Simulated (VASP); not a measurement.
The system is TePt.

```xyz
4
Lattice="4.2629 0.0000 0.0000 -2.1314 3.6918 0.0000 0.0000 0.0000 5.6618" Properties=species:S:1:pos:R:3 pbc="T T T"
Pt    0.0000    0.0000    0.0000
Pt    0.0000    0.0000    2.8309
Te    0.0000    2.4612    1.4154
Te    2.1314    1.2306    4.2463
```

Measurements of this composition are mostly on another form, of space group No. 166.

| Item | Value |
| --- | --- |
| Program | VASP 6.6.1 |
| Task | single point |
| Functional | PBEsol |
| Potentials or basis | VASP PAW PBE potentials, release 64 (Pt, Te) |
| Cutoff | 520 eV |
| k mesh | 7 × 7 × 5 |
| Occupations | fermi-dirac, width 0.05 eV |
| Spin | no spin polarisation |

On this cell: pressure -5.1 GPa; largest force under 0.003 eV/Å; band gap on the k mesh none (metal or under the smearing width).

The same run follows on a disturbed copy (atoms moved at random, drawn with an rms of 0.05 Å):

```xyz
4
Lattice="4.2629 0.0000 0.0000 -2.1314 3.6918 0.0000 0.0000 0.0000 5.6618" Properties=species:S:1:pos:R:3 pbc="T T T"
Pt    0.0034   -0.0431    0.0349
Pt   -0.0197    0.0055    2.8222
Te    0.0055    2.4614    1.3892
Te    2.1149    1.2441    4.2831
```

Q: What does the disturbed cell give?

A: The energy (extrapolated to zero smearing) moves by +3.9 meV/atom; pressure -4.9 GPa; largest force 0.335 eV/Å; band gap on the k mesh none (metal or under the smearing width).

Forces in eV/Å, atoms in the order of the input:
```
Pt   0.000  0.121 -0.312
Pt   0.014  0.046  0.288
Te  -0.051 -0.060  0.199
Te   0.038 -0.106 -0.174
```

Stress tensor (GPa, compression positive):
```
-4.30 -0.05 -0.03
-0.05 -4.42  0.05
-0.03  0.05 -6.04
```

Caveats: the PAW data sets were made with another functional, which shifts forces and pressure a little.
